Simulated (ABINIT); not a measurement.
A run of ABINIT 10.8.3 (patched build) is set up as follows.

File run.abi:

```
pp_dirpath "./"
pseudos "Mn.GGA_PBE-JTH.xml, Si.GGA_PBE-JTH.xml"

acell 3.07218072 3.07218072 3.07218072 Angstrom
rprim
     1.0000000000     0.0000000000     0.0000000000
     0.0000000000     1.0000000000     0.0000000000
     0.0000000000     0.0000000000     1.0000000000
ntypat 2
znucl 25 14
natom 2
typat 1 2
xred
     0.0000000000     0.0000000000     0.0000000000
     0.5000000000     0.5000000000     0.5000000000

ecut 707.496042 eV
pawecutdg 48.0
pawxcdev 0

kptopt 1
ngkpt 9 9 9
nshiftk 1
shiftk 0.0 0.0 0.0

ixc 11

nband 15
occopt 3
tsmear 0.05 eV

nsppol 2
spinat
     0.0000000000     0.0000000000     5.0000000000
     0.0000000000     0.0000000000     0.0000000000

nstep 100
tolvrs 1.0e-9

iomode 3
prtwf 0
prtden 0
prteig 0
prtebands 0
```

Potentials or basis: JTH PAW PBE v2.0.

Run with:

```sh
$ abinit run.abi > log 2>&1
```

Task: What does it give for the site moments?

Result: Mn +2.56; Si -0.09 μB.

Task: What does it give for the net moment?

Result: 2.52 μB per cell.
